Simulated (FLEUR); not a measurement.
CdTe:

```xyz
2
Lattice="0.0000 3.2050 3.2050 3.2050 0.0000 3.2050 3.2050 3.2050 0.0000" Properties=species:S:1:pos:R:3 pbc="T T T"
Te    4.8075    4.8075    4.8075
Cd    0.0000    0.0000    0.0000
```

Base run:

```yaml
Program: FLEUR MaX-R8.1 (later development tree)
Functional: revPBE
Potentials_or_basis: all-electron
Basis: FLAPW
Kmax: 3.8 1/bohr
k_mesh: 7 × 7 × 7
Occupations: fermi-dirac, width 0.05 eV
Spin: no spin polarisation
```

Its results: band gap on the k mesh 0.98 eV, direct.

Problem. After a change of settings the same cell gave: band gap on the k mesh 0.56 eV, direct. Which change was it?
A. functional from revPBE to Wigner
B. functional from revPBE to WC; occupations from fermi-dirac, width 0.05 eV to fermi-dirac, width 0.02 eV
C. functional from revPBE to PBE; muffin-tin radii from Te 2.3, Cd 2.56 bohr to Te 2.23, Cd 2.48 bohr
D. program from FLEUR MaX-R8.1 (later development tree) to FLEUR MaX-R8.1 (patched build s14); functional from revPBE to PBEsol

Solution. A.

Caveats: spin-orbit coupling is left out, which moves the levels of the heavy elements.

Not every run made on this cell is shown here.
